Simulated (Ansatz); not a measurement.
A relaxed cell of SnTeS is given with its symmetry left out. The cell was found from a structure generator's guess, not taken from experiment.

All numbers below come from Ansatz, DFT PBE, scalar-relativistic, plane waves, PAW. Cutoff 420 eV, Γ-centred mesh, Gaussian smearing, no spin polarisation.

The sheet is periodic along a and b; c holds vacuum.

```xyz
3
Lattice="3.8960 0.0000 0.0000 -1.9480 3.3740 0.0000 0.0000 0.0000 30.3476" Properties=species:S:1:pos:R:3 pbc="T T F"
Sn    0.0000    0.0000    8.7769
Te    0.0000    2.2493   10.6694
S     1.9480    1.1247    7.3557
```

The zero of energy is the elements' standard structures at the same level; no fitted shifts are applied. The references include grey tin.

Q: What layer group does it have?

A: p3m1 (No. 69). In-plane cell: a = 3.896 Å, b = 3.896 Å, γ = 120.0°, thickness 3.31 Å between the outermost nuclei. Sn at height 1.42 Å has 3 S at 2.66 Å and 3 Te at 2.94 Å; Te at height 3.31 Å has 3 Sn at 2.94 Å; S at height 0.00 Å has 3 Sn at 2.66 Å.

Q: What is its formation energy per atom?

A: −0.15 eV/atom. Whether it is stable depends on the other phases of the system, which aren't compared here.

Q: Is it a metal?

A: Yes, bands cross the Fermi level on the 12×12×1 mesh.

The last run used a 12×12×1 mesh for its 3-atom cell and Gaussian smearing of 0.10 eV. These runs have no spin–orbit coupling, which can matter for Te. The reference forms of S and Te are held partly by dispersion forces, which this level lacks. A structure relaxed within its symmetry needn't be a true minimum.
